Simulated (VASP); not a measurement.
# CdS (P6_3mc) in VASP: further runs

The runs below take CdS through relaxation of cell and atoms, with r2SCAN.

All numbers are computed with VASP 6.6.1; they aren't measurements. Logs are shortened: lines on timing, memory, paths and dates and some standing lists are left out, and cuts for length are marked.

## 1. The structure

The structure is hexagonal, space group P6_3mc (No. 186). Conventional cell: a = 4.169 Å, b = 4.169 Å, c = 6.780 Å, α = 90.00°, β = 90.00°, γ = 120.00°. Around Cd (site symmetry 3m) lie 4 S at 2.55 Å. Around S (site symmetry 3m) lie 4 Cd at 2.55 Å.

The cell is a database's computed one.

## 2. Relaxation of cell and atoms, r2SCAN

INCAR reads:

```
  PREC = Accurate
  ENCUT = 600
  EDIFF = 1E-6
  ISMEAR = 0
  SIGMA = 0.02
  LREAL = False
  LASPH = True
  NELM = 120
  ALGO = Normal
  ISIF = 3
  LWAVE = False
  LCHARG = False
  METAGGA = R2SCAN
  LMIXTAU = True
  IBRION = 2
  NSW = 80
  EDIFFG = -0.005
  KPAR = 4
```

KPOINTS reads:

```
regular mesh
0
Gamma
  8 8 5
```

POSCAR reads:

```
CdS
1.0
    4.1688381000      0.0000000000      0.0000000000
   -2.0844190000      3.6103197000      0.0000000000
    0.0000000000      0.0000000000      6.7796174000
Cd S
2 2
Direct
    0.6666666700      0.3333333300      0.5002243700
    0.3333333300      0.6666666700      0.0002243700
    0.6666666700      0.3333333300      0.8767756300
    0.3333333300      0.6666666700      0.3767756300
```

Potentials or basis: VASP PAW PBE potentials, release 64 (Cd, S).

Launch:

```sh
cat potpaw_PBE.64/Cd/POTCAR potpaw_PBE.64/S/POTCAR > POTCAR
mpirun -np 4 vasp_std > vasp.out
```

OUTCAR:

```text
PREC = Accurate
   ENCUT = 600
   EDIFF = 1E-6
   ISMEAR = 0
   LREAL = False
   LASPH = True
   NELM = 120
   ISIF = 3
   METAGGA = R2SCAN
   IBRION = 2
   NSW = 80
   EDIFFG = -0.005

 ion  position               nearest neighbor table
   1  0.667  0.333  0.500-   4 2.55   4 2.55   4 2.55   3 2.55
   2  0.333  0.667  0.000-   3 2.55   3 2.55   3 2.55   4 2.55
   3  0.667  0.333  0.877-   2 2.55   2 2.55   2 2.55   1 2.55
   4  0.333  0.667  0.377-   1 2.55   1 2.55   1 2.55   2 2.55

  LATTYP: Found a hexagonal cell.
 ALAT       =     4.1688381000
 C/A-ratio  =     1.6262606600

  Lattice vectors:

 A1 = (   4.1688381000,   0.0000000000,   0.0000000000)
 A2 = (  -2.0844190000,   3.6103197000,   0.0000000000)
 A3 = (   0.0000000000,   0.0000000000,   6.7796174000)

Analysis of symmetry for initial positions (statically):
=====================================================================
 Subroutine PRICEL returns:
 Original cell was already a primitive cell.

 Routine SETGRP: Setting up the symmetry group for a
 hexagonal supercell.

 Subroutine GETGRP returns: Found 12 space group operations
 (whereof  6 operations were pure point group operations)
 out of a pool of 24 trial point group operations.

The static configuration has the point symmetry C_3v.
 The point group associated with its full space group is C_6v.

Analysis of symmetry for dynamics (positions and initial velocities):
=====================================================================
 Subroutine PRICEL returns:
 Original cell was already a primitive cell.

 Routine SETGRP: Setting up the symmetry group for a
 hexagonal supercell.

 Subroutine GETGRP returns: Found 12 space group operations
 (whereof  6 operations were pure point group operations)
 out of a pool of 24 trial point group operations.

The dynamic configuration has the point symmetry C_3v.
 The point group associated with its full space group is C_6v.

 Subroutine INISYM returns: Found 12 space group operations
 (whereof  6 operations are pure point group operations),
 and found     1 'primitive' translations

----------------------------------------------------------------------------------------

                                     Primitive cell

  volume of cell :     102.0389

  direct lattice vectors                    reciprocal lattice vectors
     4.168838100  0.000000000  0.000000000     0.239874991  0.138491887  0.000000000
    -2.084419000  3.610319700  0.000000000     0.000000000  0.276983781  0.000000000
     0.000000000  0.000000000  6.779617400     0.000000000  0.000000000  0.147500949

  length of vectors
     4.168838100  4.168838076  6.779617400     0.276983779  0.276983781  0.147500949

  position of ions in fractional coordinates (direct lattice)
     0.666666670  0.333333330  0.500224370
     0.333333330  0.666666670  0.000224370
     0.666666670  0.333333330  0.876775630
     0.333333330  0.666666670  0.376775630

  ion indices of the primitive-cell ions
   primitive index   ion index
                 1           1
                 2           2
                 3           3
                 4           4

----------------------------------------------------------------------------------------

 KPOINTS: regular mesh

Automatic generation of k-mesh.
 Grid dimensions read from file:
 generate k-points for:    8    8    5

 Generating k-lattice:

  Cartesian coordinates                     Fractional coordinates (reciprocal lattice)
     0.029984374  0.017311486  0.000000000     0.125000000  0.000000000  0.000000000
     0.000000000  0.034622973  0.000000000     0.000000000  0.125000000  0.000000000
     0.000000000  0.000000000  0.029500190     0.000000000  0.000000000  0.200000000

  Length of vectors
     0.034622972  0.034622973  0.029500190

  Shift w.r.t. Gamma in fractional coordinates (k-lattice)
     0.000000000  0.000000000  0.000000000

 Subroutine IBZKPT returns following result:
 ===========================================

 Found     30 irreducible k-points:

 Following reciprocal coordinates:
            Coordinates               Weight
  0.000000  0.000000  0.000000      1.000000
  0.125000  0.000000  0.000000      6.000000
  0.250000  0.000000  0.000000      6.000000
  0.375000  0.000000  0.000000      6.000000
  0.500000  0.000000  0.000000      3.000000
  0.125000  0.125000  0.000000      6.000000
[... 16 lines left out ...]
  0.250000  0.000000  0.400000     12.000000
  0.375000  0.000000  0.400000     12.000000
 [... further k-points ...]
   k-points           NKPTS =     30   k-points in BZ     NKDIM =     30   number of bands    NBANDS=     22
   number of dos      NEDOS =    301   number of ions     NIONS =      4
   total plane-waves  NPLWV =  69984
   dimension x,y,z NGX =    36 NGY =   36 NGZ =   54
   dimension x,y,z NGXF=    72 NGYF=   72 NGZF=  108
   ions per type =               2   2
   NGX,Y,Z   is equivalent  to a cutoff of  14.36, 14.36, 13.24 a.u.
   NGXF,Y,Z  is equivalent  to a cutoff of  28.71, 28.71, 26.48 a.u.
 SYSTEM =  unknown system
   PREC   = accura    normal or accurate (medium, high low for compatibility)
   ISTART =      0    job   : 0-new  1-cont  2-samecut
   ICHARG =      2    charge: 1-file 2-atom 10-const
   ISPIN  =      1    spin polarized calculation?
   LNONCOLLINEAR =      F non collinear calculations
   LSORBIT =      F    spin-orbit coupling
   LASPH  =      T    aspherical Exc in radial PAW
   ENCUT  =  600.0 eV  44.10 Ry    6.64 a.u.   8.33  8.33 13.54*2*pi/ulx,y,z
   NELM   =    120;   NELMIN=  2; NELMDL= -5     # of ELM steps
   EDIFF  = 0.1E-05   stopping-criterion for ELM
   LREAL  =      F    real-space projection
   EDIFFG = -.5E-02   stopping-criterion for IOM
   NSW    =     80    number of steps for IOM
   IBRION =      2    ionic relax: 0-MD 1-quasi-New 2-CG
   NFREE  =      1    steps in history (QN), initial steepest desc. (CG)
   ISIF   =      3    stress and relaxation
   ISYM   =      2    0-nonsym 1-usesym 2-fastsym
   POTIM  = 0.5000    time-step for ionic-motion
   TEBEG  =    0.0;   TEEND  =   0.0 temperature during run
   PSTRESS=    0.0 pullay stress
   NELECT =      36.0000    total number of electrons
   NUPDOWN=      -1.0000    fix difference up-down
   EMIN   =  10.00;   EMAX   =-10.00  energy-range for DOS
   EFERMI =   0.00;   METHOD = LEGACY
   ISMEAR =     0;   SIGMA  =   0.02  broadening in eV -4-tet -1-fermi 0-gaus
   EFERMI_NEDOS =   21; number of points for ismear=-14 and -15
   IALGO  =     38    algorithm
   IMIX   =      4    mixing-type and parameters
     AMIX     =   0.40;   BMIX     =  1.00
     AMIX_MAG =   1.60;   BMIX_MAG =  1.00
  volume/ion in A,a.u.               =      25.51       172.15
  Fermi-wavevector in a.u.,A,eV,Ry     =   1.156788  2.186012 18.206746  1.338158
  Thomas-Fermi vector in A             =   2.293405
   LORBIT       =      0    0 simple, 1 ext, 2 COOP (PROOUT), +10 PAW based schemes
   METAGGA = R2SCAN    functional components
   LHFCALC =     F    Hartree Fock is set to
   AEXX    =    0.0000 exact exchange contribution
   IVDW    =     0    specifies the selected vdW correction
   LEPSILON=     F    determine dielectric tensor
   LRPA    =     F    only Hartree local field effects (RPA)
 conjugate gradient relaxation of ions
 non-spin polarized calculation
 Gauss-broadening in eV      SIGMA  =   0.02
  energy-cutoff  :      600.00
  volume of cell :      102.04
 maximum number of plane-waves:      3419
 NGX is ok and might be reduce to    36
   NGX = 17   NGY = 17   NGZ = 27

--------------------------------------- Ionic step        1  -------------------------------------------

 number of electron      36.0000010 magnetization

 Free energy of the ion-electron system (eV)
  ---------------------------------------------------
  ext. energy  EPLUGINS =         0.00000000
  ---------------------------------------------------
  free energy    TOTEN  =       -59.38342651 eV

  energy without entropy =      -59.38342651  energy(sigma->0) =      -59.38342651

------------------------ aborting loop because EDIFF is reached ----------------------------------------

  FORCE on cell =-STRESS in cart. coord.  units (eV):
  Direction    XX          YY          ZZ          XY          YZ          ZX
  --------------------------------------------------------------------------------------
  -------------------------------------------------------------------------------------
  Total        0.0010282      0.0010282      0.0066585      0.0000000      0.0000000      0.0000000
  in kB        0.0161444      0.0161444      0.1045486      0.0000000      0.0000000      0.0000000
  external PRESSURE =       0.0456124 kB  Pullay stress =       0.0000000 kB

 VOLUME and BASIS-vectors are now :
 -----------------------------------------------------------------------------
  energy-cutoff  :      600.00
  volume of cell :      102.04
      direct lattice vectors                 reciprocal lattice vectors
     4.168838100  0.000000000  0.000000000     0.239874991  0.138491887  0.000000000
    -2.084419000  3.610319700  0.000000000     0.000000000  0.276983781  0.000000000
     0.000000000  0.000000000  6.779617400     0.000000000  0.000000000  0.147500949

 POSITION                                       TOTAL-FORCE (eV/Angst)
 -----------------------------------------------------------------------------------
      2.08442      1.20344      3.39133        -0.000000      0.000000     -0.005369
      0.00000      2.40688      0.00152         0.000000     -0.000000     -0.005369
      2.08442      1.20344      5.94420         0.000000      0.000000      0.005369
      0.00000      2.40688      2.55439        -0.000000     -0.000000      0.005369
 -----------------------------------------------------------------------------------
    total drift:                               -0.000015      0.000008      0.004724

  FREE ENERGIE OF THE ION-ELECTRON SYSTEM (eV)
  ---------------------------------------------------
  free  energy   TOTEN  =       -59.3834265150 eV

  energy  without entropy=      -59.3834265150  energy(sigma->0) =      -59.38342651

--------------------------------------- Ionic step        2  -------------------------------------------

 number of electron      36.0000010 magnetization

 Free energy of the ion-electron system (eV)
  ---------------------------------------------------
  ext. energy  EPLUGINS =         0.00000000
  ---------------------------------------------------
  free energy    TOTEN  =       -59.38343047 eV

  energy without entropy =      -59.38343047  energy(sigma->0) =      -59.38343047

 E-fermi :   0.9341     XC(G=0):  -9.5887

 val. band max:        0.8102059858   @ k =   0.0000   0.0000   0.0000
 cond. band min:       2.4246084079   @ k =   0.0000   0.0000   0.0000
 fundamental gap:      1.6144024221
 Fermi energy:         0.9340592886

 k-point     1 :       0.0000    0.0000    0.0000
  band No.  band energies     occupation
      1     -11.8943      2.00000
      2     -11.4849      2.00000
      3      -7.0391      2.00000
      4      -7.0332      2.00000
      5      -7.0332      2.00000
      6      -6.9477      2.00000
[... 14 lines left out ...]
     21       7.8033      0.00000
     22       7.8033      0.00000

 k-point     2 :       0.1250    0.0000    0.0000
  band No.  band energies     occupation
      1     -11.8419      2.00000
      2     -11.4619      2.00000
      3      -7.0221      2.00000
      4      -7.0110      2.00000
      5      -6.9887      2.00000
      6      -6.9210      2.00000
[... 14 lines left out ...]
     21       7.2555      0.00000
     22       8.0423      0.00000
[... 523 lines left out ...]
     21       6.5911      0.00000
     22       6.7847      0.00000

 k-point    24 :       0.3750    0.0000    0.4000
  band No.  band energies     occupation
      1     -11.4904      2.00000
      2     -11.4306      2.00000
      3      -6.9227      2.00000
      4      -6.8732      2.00000
      5      -6.8718      2.00000
      6      -6.8213      2.00000
[... 14 lines left out ...]
     21       6.5413      0.00000
     22       6.8314      0.00000

 [... further k-points ...]

------------------------ aborting loop because EDIFF is reached ----------------------------------------

  FORCE on cell =-STRESS in cart. coord.  units (eV):
  Direction    XX          YY          ZZ          XY          YZ          ZX
  --------------------------------------------------------------------------------------
  -------------------------------------------------------------------------------------
  Total        0.0028384      0.0028384      0.0044208      0.0000000      0.0000000      0.0000000
  in kB        0.0445631      0.0445631      0.0694068      0.0000000      0.0000000      0.0000000
  external PRESSURE =       0.0528444 kB  Pullay stress =       0.0000000 kB

 VOLUME and BASIS-vectors are now :
 -----------------------------------------------------------------------------
  energy-cutoff  :      600.00
  volume of cell :      102.05
      direct lattice vectors                 reciprocal lattice vectors
     4.168889797  0.000000000  0.000000000     0.239872016  0.138490170  0.000000000
    -2.084444848  3.610364471  0.000000000    -0.000000000  0.276980346  0.000000000
     0.000000000  0.000000000  6.780161840     0.000000000 -0.000000000  0.147489105

 POSITION                                       TOTAL-FORCE (eV/Angst)
 -----------------------------------------------------------------------------------
      2.08444      1.20345      3.39134        -0.000000      0.000000     -0.001420
      0.00000      2.40691      0.00126         0.000000     -0.000000     -0.001420
      2.08444      1.20345      5.94494         0.000000      0.000000      0.001420
      0.00000      2.40691      2.55486        -0.000000     -0.000000      0.001420
 -----------------------------------------------------------------------------------
    total drift:                               -0.000015      0.000008      0.005612

  FREE ENERGIE OF THE ION-ELECTRON SYSTEM (eV)
  ---------------------------------------------------
  free  energy   TOTEN  =       -59.3834304662 eV

  energy  without entropy=      -59.3834304662  energy(sigma->0) =      -59.38343047

 reached required accuracy - stopping structural energy minimisation
```

It took 2.3 min on 4 MPI ranks of AMD EPYC 9R45 (Zen 5), shared host; peak memory 0.3 GiB.

What came out:

| Quantity | Value |
| --- | --- |
| Free energy | -59.3834 eV |
| Relaxed volume | 25.51 Å³/atom |
| Relaxed cell | a = 4.169 Å, b = 4.169 Å, c = 6.780 Å, α = 90.00°, β = 90.00°, γ = 120.00° |
| Space group after relaxing (to 0.05 Å) | P6_3mc (No. 186) |
| Energy gained by relaxing | 0.0 meV/atom |
| Ionic steps | 2 |
| Pressure after relaxing | 0.0 GPa |
| Band gap on the k mesh | 1.61 eV, direct |

Final structure:
```yaml
crystal:
  lattice:
    - [4.16889, 0.00000, 0.00000]
    - [-2.08444, 3.61036, 0.00000]
    - [0.00000, 0.00000, 6.78016]
  atoms:
    - { symbol: Cd, position: [0.66667, 0.33333, 0.50019] }
    - { symbol: Cd, position: [0.33333, 0.66667, 0.00019] }
    - { symbol: S, position: [0.66667, 0.33333, 0.87681] }
    - { symbol: S, position: [0.33333, 0.66667, 0.37681] }
```

Levels at points of the mesh, in eV from the valence-band top:
```csv
k point,band 16,band 17,band 18,band 19,band 20,band 21
"(0.00, 0.00, 0.00)",-0.04,0.00,0.00,1.61,3.22,6.99
"(0.50, 0.00, 0.00)",-1.84,-1.26,-0.74,4.14,4.25,5.42
```

Caveat: the PAW data sets were made with another functional, which shifts forces and pressure a little. r2SCAN opens gaps a little over a GGA but as a rule still falls short of measured ones.

## 3. Relaxation of cell and atoms, r2SCAN

INCAR is that of step 2.

KPOINTS is that of step 2.

POSCAR reads:

```
CdS                                     
1.0
    4.1688897967      0.0000000000      0.0000000000
   -2.0844448484      3.6103644707      0.0000000000
    0.0000000000      0.0000000000      6.7801618396
  Cd              S             
     2     2
Direct
     0.6666666699999979    0.3333333300000021    0.5001861622150463
     0.3333333300000021    0.6666666699999979    0.0001861622150463
     0.6666666699999979    0.3333333300000021    0.8768138377849490
     0.3333333300000021    0.6666666699999979    0.3768138377849490
```

Potentials or basis: VASP PAW PBE potentials, release 64 (Cd, S).

Launch:

```sh
cat potpaw_PBE.64/Cd/POTCAR potpaw_PBE.64/S/POTCAR > POTCAR
mpirun -np 4 vasp_std > vasp.out
```

Wall time 1.8 min (4 MPI ranks of AMD EPYC 9R45 (Zen 5), shared host); peak memory 0.29 GiB.

The run converged. Its results:

```yaml
Free_energy: -59.3834 eV
Pressure_after_relaxing: 0.0 GPa
Band_gap_on_the_k_mesh: 1.61 eV, direct
```

Forces in eV/Å, atoms in the order of the input:
```
Cd   0.000  0.000 -0.002
Cd   0.000  0.000 -0.002
S    0.000  0.000  0.002
S    0.000  0.000  0.002
```

Final structure:
```
CELL_PARAMETERS angstrom
4.16889 0.00000 0.00000
-2.08444 3.61036 0.00000
0.00000 0.00000 6.78016
ATOMIC_POSITIONS crystal
Cd 0.66667 0.33333 0.50019
Cd 0.33333 0.66667 0.00019
S 0.66667 0.33333 0.87681
S 0.33333 0.66667 0.37681
```

Levels at points of the mesh, in eV from the valence-band top:
```csv
k point,band 15,band 16,band 17,band 18,band 19,band 20,band 21,band 22
"(0.00, 0.00, 0.00)",-0.74,-0.04,0.00,0.00,1.61,3.22,6.99,6.99
"(0.50, 0.00, 0.00)",-2.58,-1.84,-1.26,-0.74,4.14,4.25,5.42,6.82
```

Caveat: the relaxation stopped at its first step, so nothing moved; the PAW data sets were made with another functional, which shifts forces and pressure a little.
